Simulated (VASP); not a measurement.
# ScAl3N4 (Cmc2_1) in VASP: relaxation of cell and atoms with PBE

Aim: the relaxation of cell and atoms of ScAl3N4 with PBE.

All numbers are computed with VASP 6.6.1; they aren't measurements. Logs are shortened: lines on timing, memory, paths and dates and some standing lists are left out, and cuts for length are marked.

### 1 Starting point

Symmetry: Cmc2_1, No. 36, orthorhombic system. The conventional cell has a = 6.480 Å, b = 11.224 Å, c = 5.050 Å, α = 90.00°, β = 90.00°, γ = 90.00°. Around Al (site symmetry 1) lie 4 N at 1.93 to 1.96 Å. Al (site symmetry m) is surrounded by 4 N at 1.93 to 1.96 Å. Around Sc (site symmetry m) lie 4 N at 1.93 to 1.96 Å. N (site symmetry m) is surrounded by 2 Sc at 1.93 to 1.96 Å and 2 Al at 1.96 Å. N (site symmetry 1) has 3 Al at 1.93 to 1.96 Å and 1 Sc at 1.96 Å as nearest neighbours. N (site symmetry m) is surrounded by 4 Al at 1.93 to 1.96 Å.

The cell was built by a generator and needn't be a form met in nature.

### 2 Relaxation of cell and atoms, PBE

The input, INCAR:

```
PREC = Accurate
ENCUT = 600
EDIFF = 1E-6
ISMEAR = 0
SIGMA = 0.05
LREAL = False
LASPH = True
NELM = 100
ALGO = Normal
ISIF = 3
LWAVE = False
LCHARG = False
GGA = PE
IBRION = 2
NSW = 40
EDIFFG = -0.01
```

The input, KPOINTS:

```
Automatic mesh
0
Gamma
  4 4 5
```

The input, POSCAR:

```
ScAl3N4
1.0
    6.4800000000      0.0000000000      0.0000000000
   -3.2400000000      5.6118446165      0.0000000000
    0.0000000000      0.0000000000      5.0500000000
Al Sc N
6 2 8
Direct
    0.3333333333      0.1666666667      0.5000000000
    0.1666666667      0.8333333333      0.0000000000
    0.3333333333      0.6666666667      0.5000000000
    0.6666666667      0.3333333333      0.0000000000
    0.6666666667      0.8333333333      0.0000000000
    0.8333333333      0.6666666667      0.5000000000
    0.1666666667      0.3333333333      0.0000000000
    0.8333333333      0.1666666667      0.5000000000
    0.1666666667      0.3333333333      0.3820000000
    0.3333333333      0.1666666667      0.8820000000
    0.1666666667      0.8333333333      0.3820000000
    0.3333333333      0.6666666667      0.8820000000
    0.6666666667      0.3333333333      0.3820000000
    0.8333333333      0.1666666667      0.8820000000
    0.6666666667      0.8333333333      0.3820000000
    0.8333333333      0.6666666667      0.8820000000
```

Potentials or basis: VASP PAW PBE potentials, release 64 (Al, Sc_sv, N).

The run is started by

```
> cat potpaw_PBE.64/Al/POTCAR potpaw_PBE.64/Sc_sv/POTCAR potpaw_PBE.64/N/POTCAR > POTCAR
> mpirun -np 1 vasp_std > vasp.out
```

OUTCAR:

```text
PREC = Accurate
   ENCUT = 600
   EDIFF = 1E-6
   ISMEAR = 0
   LREAL = False
   LASPH = True
   NELM = 100
   ISIF = 3
   GGA = PE
   IBRION = 2
   NSW = 40
   EDIFFG = -0.01

 ion  position               nearest neighbor table
   1  0.333  0.167  0.500-  10 1.93   9 1.96  11 1.96  13 1.96   7 3.14   7 3.14   2 3.14   2 3.14
                             4 3.14   4 3.14   3 3.24   6 3.24   3 3.24   6 3.24   8 3.24   8 3.24
   2  0.167  0.833  0.000-  11 1.93  12 1.96  10 1.96  16 1.96   3 3.14   3 3.14   1 3.14   1 3.14
                             6 3.14   6 3.14   7 3.24   4 3.24   7 3.24   4 3.24   5 3.24   5 3.24
   3  0.333  0.667  0.500-  12 1.93  11 1.96   9 1.96  15 1.96   2 3.14   2 3.14   7 3.14   7 3.14
                             5 3.14   5 3.14   8 3.24   1 3.24   1 3.24   8 3.24   6 3.24   6 3.24
   4  0.667  0.333  0.000-  13 1.93  14 1.96  16 1.96  10 1.96   8 3.14   8 3.14   6 3.14   6 3.14
                             1 3.14   1 3.14   5 3.24   2 3.24   5 3.24   2 3.24   7 3.24   7 3.24
   5  0.667  0.833  0.000-  15 1.93  16 1.96  14 1.96  12 1.96   6 3.14   6 3.14   8 3.14   8 3.14
                             3 3.14   3 3.14   4 3.24   7 3.24   4 3.24   7 3.24   2 3.24   2 3.24
   6  0.833  0.667  0.500-  16 1.93  15 1.96  13 1.96  11 1.96   5 3.14   5 3.14   4 3.14   4 3.14
                             2 3.14   2 3.14   8 3.24   1 3.24   8 3.24   1 3.24   3 3.24   3 3.24
   7  0.167  0.333  0.000-   9 1.93  10 1.96  12 1.96  14 1.96   1 3.14   1 3.14   3 3.14   3 3.14
                             8 3.14   8 3.14   2 3.24   5 3.24   2 3.24   5 3.24   4 3.24   4 3.24
   8  0.833  0.167  0.500-  14 1.93  13 1.96  15 1.96   9 1.96   4 3.14   4 3.14   5 3.14   5 3.14
                             7 3.14   7 3.14   3 3.24   6 3.24   6 3.24   3 3.24   1 3.24   1 3.24
   9  0.167  0.333  0.382-   7 1.93   1 1.96   3 1.96   8 1.96
  10  0.333  0.167  0.882-   1 1.93   7 1.96   2 1.96   4 1.96
  11  0.167  0.833  0.382-   2 1.93   3 1.96   1 1.96   6 1.96
  12  0.333  0.667  0.882-   3 1.93   2 1.96   7 1.96   5 1.96
  13  0.667  0.333  0.382-   4 1.93   8 1.96   6 1.96   1 1.96
  14  0.833  0.167  0.882-   8 1.93   4 1.96   5 1.96   7 1.96
  15  0.667  0.833  0.382-   5 1.93   6 1.96   8 1.96   3 1.96
  16  0.833  0.667  0.882-   6 1.93   5 1.96   4 1.96   2 1.96

  LATTYP: Found a hexagonal cell.
 ALAT       =     6.4800000000
 C/A-ratio  =     0.7793209877

  Lattice vectors:

 A1 = (   6.4800000000,   0.0000000000,   0.0000000000)
 A2 = (  -3.2400000000,   5.6118446165,   0.0000000000)
 A3 = (   0.0000000000,   0.0000000000,   5.0500000000)

Analysis of symmetry for initial positions (statically):
=====================================================================
 Subroutine PRICEL returns:
 Original cell was already a primitive cell.

 Routine SETGRP: Setting up the symmetry group for a
 hexagonal supercell.

 Subroutine GETGRP returns: Found  4 space group operations
 (whereof  1 operations were pure point group operations)
 out of a pool of 24 trial point group operations.

The static configuration has the point symmetry C_1 .
 The point group associated with its full space group is C_2v.

Analysis of symmetry for dynamics (positions and initial velocities):
=====================================================================
 Subroutine PRICEL returns:
 Original cell was already a primitive cell.

 Routine SETGRP: Setting up the symmetry group for a
 hexagonal supercell.

 Subroutine GETGRP returns: Found  4 space group operations
 (whereof  1 operations were pure point group operations)
 out of a pool of 24 trial point group operations.

The dynamic configuration has the point symmetry C_1 .
 The point group associated with its full space group is C_2v.

 Subroutine INISYM returns: Found  4 space group operations
 (whereof  1 operations are pure point group operations),
 and found     1 'primitive' translations

----------------------------------------------------------------------------------------

                                     Primitive cell

  volume of cell :     183.6420

  direct lattice vectors                    reciprocal lattice vectors
     6.480000000  0.000000000  0.000000000     0.154320988  0.089097264  0.000000000
    -3.240000000  5.611844616  0.000000000     0.000000000  0.178194528  0.000000000
     0.000000000  0.000000000  5.050000000     0.000000000  0.000000000  0.198019802

  length of vectors
     6.480000000  6.480000000  5.050000000     0.178194528  0.178194528  0.198019802

  position of ions in fractional coordinates (direct lattice)
     0.333333333  0.166666667  0.500000000
     0.166666667  0.833333333  0.000000000
[... 40 lines left out ...]
 generate k-points for:    4    4    5

 Generating k-lattice:

  Cartesian coordinates                     Fractional coordinates (reciprocal lattice)
     0.038580247  0.022274316  0.000000000     0.250000000  0.000000000  0.000000000
     0.000000000  0.044548632  0.000000000     0.000000000  0.250000000  0.000000000
     0.000000000  0.000000000  0.039603960     0.000000000  0.000000000  0.200000000

  Length of vectors
     0.044548632  0.044548632  0.039603960

  Shift w.r.t. Gamma in fractional coordinates (k-lattice)
     0.000000000  0.000000000  0.000000000

 Subroutine IBZKPT returns following result:
 ===========================================

 Found     21 irreducible k-points:

 Following reciprocal coordinates:
            Coordinates               Weight
  0.000000  0.000000  0.000000      1.000000
  0.250000 -0.000000  0.000000      2.000000
  0.000000  0.250000  0.000000      4.000000
  0.500000 -0.000000  0.000000      1.000000
  0.000000  0.500000  0.000000      2.000000
  0.250000  0.250000  0.000000      4.000000
[... 13 lines left out ...]
  0.250000  0.250000  0.400000      8.000000
 -0.250000  0.500000  0.400000      4.000000
   k-points           NKPTS =     21   k-points in BZ     NKDIM =     21   number of bands    NBANDS=     49
   number of dos      NEDOS =    301   number of ions     NIONS =     16
   total plane-waves  NPLWV = 116640
   dimension x,y,z NGX =    54 NGY =   54 NGZ =   40
   dimension x,y,z NGXF=   108 NGYF=  108 NGZF=   80
   ions per type =               6   2   8
   NGX,Y,Z   is equivalent  to a cutoff of  13.85, 13.85, 13.17 a.u.
   NGXF,Y,Z  is equivalent  to a cutoff of  27.71, 27.71, 26.34 a.u.
 SYSTEM =  unknown system
   PREC   = accura    normal or accurate (medium, high low for compatibility)
   ISTART =      0    job   : 0-new  1-cont  2-samecut
   ICHARG =      2    charge: 1-file 2-atom 10-const
   ISPIN  =      1    spin polarized calculation?
   LNONCOLLINEAR =      F non collinear calculations
   LSORBIT =      F    spin-orbit coupling
   LASPH  =      T    aspherical Exc in radial PAW
   ENCUT  =  600.0 eV  44.10 Ry    6.64 a.u.  12.94 12.94 10.09*2*pi/ulx,y,z
   NELM   =    100;   NELMIN=  2; NELMDL= -5     # of ELM steps
   EDIFF  = 0.1E-05   stopping-criterion for ELM
   LREAL  =      F    real-space projection
   EDIFFG = -.1E-01   stopping-criterion for IOM
   NSW    =     40    number of steps for IOM
   IBRION =      2    ionic relax: 0-MD 1-quasi-New 2-CG
   NFREE  =      1    steps in history (QN), initial steepest desc. (CG)
   ISIF   =      3    stress and relaxation
   ISYM   =      2    0-nonsym 1-usesym 2-fastsym
   POTIM  = 0.5000    time-step for ionic-motion
   TEBEG  =    0.0;   TEEND  =   0.0 temperature during run
   PSTRESS=    0.0 pullay stress
   NELECT =      80.0000    total number of electrons
   NUPDOWN=      -1.0000    fix difference up-down
   EMIN   =  10.00;   EMAX   =-10.00  energy-range for DOS
   EFERMI =   0.00;   METHOD = LEGACY
   ISMEAR =     0;   SIGMA  =   0.05  broadening in eV -4-tet -1-fermi 0-gaus
   EFERMI_NEDOS =   21; number of points for ismear=-14 and -15
   IALGO  =     38    algorithm
   IMIX   =      4    mixing-type and parameters
     AMIX     =   0.40;   BMIX     =  1.00
     AMIX_MAG =   1.60;   BMIX_MAG =  1.00
  volume/ion in A,a.u.               =      11.48        77.45
  Fermi-wavevector in a.u.,A,eV,Ry     =   1.241026  2.345199 20.954946  1.540145
  Thomas-Fermi vector in A             =   2.375441
   LORBIT       =      0    0 simple, 1 ext, 2 COOP (PROOUT), +10 PAW based schemes
   GGA     = PE    functional components
   LHFCALC =     F    Hartree Fock is set to
   AEXX    =    0.0000 exact exchange contribution
   IVDW    =     0    specifies the selected vdW correction
   LEPSILON=     F    determine dielectric tensor
   LRPA    =     F    only Hartree local field effects (RPA)
 conjugate gradient relaxation of ions
 non-spin polarized calculation
 Gauss-broadening in eV      SIGMA  =   0.05
  energy-cutoff  :      600.00
  volume of cell :      183.64
 maximum number of plane-waves:      6146
 NGX is ok and might be reduce to    54
   NGX = 25   NGY = 25   NGZ = 21

--------------------------------------- Ionic step        1  -------------------------------------------

 number of electron      79.9999993 magnetization

 Free energy of the ion-electron system (eV)
  ---------------------------------------------------
  ext. energy  EPLUGINS =         0.00000000
  ---------------------------------------------------
  free energy    TOTEN  =      -122.74921877 eV

  energy without entropy =     -122.74921877  energy(sigma->0) =     -122.74921877

------------------------ aborting loop because EDIFF is reached ----------------------------------------

  FORCE on cell =-STRESS in cart. coord.  units (eV):
  Direction    XX          YY          ZZ          XY          YZ          ZX
  --------------------------------------------------------------------------------------
  -------------------------------------------------------------------------------------
  Total        2.4585323      2.4719854      8.9820973     -0.0116508      0.0000000      0.0000000
  in kB       21.4493668     21.5667384     78.3639492     -0.1016468      0.0000000      0.0000000
  external PRESSURE =      40.4600181 kB  Pullay stress =       0.0000000 kB
[... 131 lines left out ...]
  FREE ENERGIE OF THE ION-ELECTRON SYSTEM (eV)
  ---------------------------------------------------
  free  energy   TOTEN  =      -124.0759866336 eV

  energy  without entropy=     -124.0759866336  energy(sigma->0) =     -124.07598663

[... ionic steps 4 to 15 ...]

--------------------------------------- Ionic step       16  -------------------------------------------

 number of electron      80.0000007 magnetization

------------------------ aborting loop because EDIFF is reached ----------------------------------------
[... 95 lines left out ...]
--------------------------------------- Ionic step       18  -------------------------------------------

 number of electron      80.0000007 magnetization

 Free energy of the ion-electron system (eV)
  ---------------------------------------------------
  ext. energy  EPLUGINS =         0.00000000
  ---------------------------------------------------
  free energy    TOTEN  =      -124.26427654 eV

  energy without entropy =     -124.26427654  energy(sigma->0) =     -124.26427654

 E-fermi :   5.2514     XC(G=0): -10.7514

 val. band max:        4.9284885652   @ k =   0.0000   0.0000   0.0000
 cond. band min:       8.6087491422   @ k =   0.2500   0.2500   0.0000
 fundamental gap:      3.6802605770
 Fermi energy:         5.2513643801

 k-point     1 :       0.0000    0.0000    0.0000
  band No.  band energies     occupation
      1     -41.9852      2.00000
      2     -41.9562      2.00000
      3     -20.8284      2.00000
      4     -20.7933      2.00000
      5     -20.7584      2.00000
      6     -20.7290      2.00000
[... 1124 lines left out ...]
  FREE ENERGIE OF THE ION-ELECTRON SYSTEM (eV)
  ---------------------------------------------------
  free  energy   TOTEN  =      -124.2642765427 eV

  energy  without entropy=     -124.2642765427  energy(sigma->0) =     -124.26427654

 reached required accuracy - stopping structural energy minimisation
```

It took 30 min on 1 thread of Intel Xeon 6975P-C (Granite Rapids), shared host; peak memory 0.47 GiB.

Results:

| Property | Result |
| --- | --- |
| Free energy | -124.2643 eV |
| Relaxed volume | 11.51 Å³/atom |
| Relaxed cell | a = 6.479 Å, b = 6.509 Å, c = 5.052 Å, α = 90.00°, β = 90.00°, γ = 120.15° |
| Space group after relaxing (to 0.05 Å) | Cmc2_1 (No. 36) |
| Energy gained by relaxing | 94.7 meV/atom |
| Ionic steps | 18 |
| Pressure after relaxing | 0.0 GPa |
| Largest force after relaxing | 0.005 eV/Å |
| Band gap on the k mesh | 3.68 eV, indirect (least direct gap 3.71 eV) |

Forces on the atoms (eV/Å):
```
Al   0.002  0.001  0.000
Al   0.004  0.002 -0.003
Al   0.001  0.001  0.000
Al  -0.002 -0.001  0.000
Al  -0.001 -0.001  0.000
Al  -0.004 -0.002 -0.003
Sc   0.001  0.001  0.002
Sc  -0.001 -0.001  0.002
N    0.000  0.000  0.001
N   -0.001 -0.001 -0.002
N   -0.002 -0.001  0.003
N   -0.001  0.000 -0.002
N    0.001  0.001 -0.002
N    0.000  0.000  0.001
N    0.001  0.000 -0.002
N    0.002  0.001  0.003
```

Step by step:
| step | energy change (eV) | largest force (eV/Å) | pressure (GPa) | volume (Å³) |
| --- | --- | --- | --- | --- |
| 1 | 0.0000 | 3.9145 | 4.05 | 183.64 |
| 2 | -1.2205 | 0.7796 | -5.93 | 191.43 |
| 3 | -1.3268 | 0.6974 | -4.25 | 189.58 |
| 4 | -1.4733 | 0.4268 | 2.17 | 182.30 |
| 5 | -1.4835 | 0.3665 | 0.77 | 183.74 |
| 6 | -1.5020 | 0.2077 | -0.07 | 184.47 |
| 7 | -1.5023 | 0.1898 | -0.19 | 184.57 |
| 8 | -1.5106 | 0.0880 | -0.21 | 184.51 |
| 9 | -1.5116 | 0.1092 | -0.22 | 184.47 |
| 10 | -1.5141 | 0.0409 | 0.19 | 184.01 |
| 11 | -1.5141 | 0.0409 | 0.19 | 184.00 |
| 12 | -1.5147 | 0.0280 | -0.09 | 184.27 |
| 13 | -1.5147 | 0.0283 | -0.07 | 184.25 |
| 14 | -1.5149 | 0.0167 | 0.00 | 184.19 |
| 15 | -1.5149 | 0.0220 | 0.02 | 184.17 |
| 16 | -1.5150 | 0.0112 | 0.01 | 184.18 |
| 17 | -1.5150 | 0.0118 | 0.01 | 184.19 |
| 18 | -1.5151 | 0.0049 | -0.02 | 184.22 |

Final structure:
```xyz
16
Lattice="6.4794 -0.0169 0.0000 -3.2543 5.6366 0.0000 0.0000 0.0000 5.0516" Properties=species:S:1:pos:R:3 pbc="T T T"
Al    1.6373    0.9204    2.5232
Al   -1.6169    4.7031    5.0292
Al   -0.0114    3.7760    2.5232
Al    3.2150    1.8810    5.0490
Al    1.6094    4.6620    5.0490
Al    3.2148    3.7350    2.5034
Sc    0.0488    1.9070    5.0063
Sc    4.8035    0.8944    2.4805
N     0.0732    1.9211    2.0898
N     1.7363    0.8643    4.4200
N    -1.6403    4.6896    1.9138
N    -0.0105    3.8899    4.4200
N     3.1159    1.9371    1.8941
N     4.7791    0.8803    4.6156
N     1.6084    4.5482    1.8941
N     3.2382    3.7485    4.4396
```

Caveat: an odd mesh through Γ misses points on the zone boundary, where band edges often lie.
